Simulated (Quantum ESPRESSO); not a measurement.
The system is SnTe.

```
Te Sn
1.0
     0.00000    3.15085    3.15085
     3.15085    0.00000    3.15085
     3.15085    3.15085    0.00000
Te Sn
1 1
Direct
  0.50000 0.50000 0.50000
  0.00000 0.00000 0.00000
```

Program: Quantum ESPRESSO 7.5. Alike in all runs: task single point; level r2SCAN-X; potentials or basis SG15 PBE 1.2; no spin polarisation; cell as given; k mesh 2 × 2 × 2; cutoff (eV) 952; smearing fermi-dirac 0.05 eV; the mesh is coarse, so values aren't converged.

Question: Order these runs on this cell by their band gap on the k mesh, lowest first.
A. share of exact exchange 0.35
B. share of exact exchange 0.25
C. share of exact exchange 0.15
D. share of exact exchange 0.5
E. share of exact exchange 0.1

Answer: E (0.70 eV), C (0.94 eV), B (1.45 eV), A (1.95 eV), D (2.73 eV).

Caveats: all runs use coarse meshes; the mesh is coarse for exact exchange, which widens gaps; spin-orbit coupling is left out, which moves the levels of the heavy elements.

A k mesh can miss the band edges.

Runs at the PBE level aren't shown here.
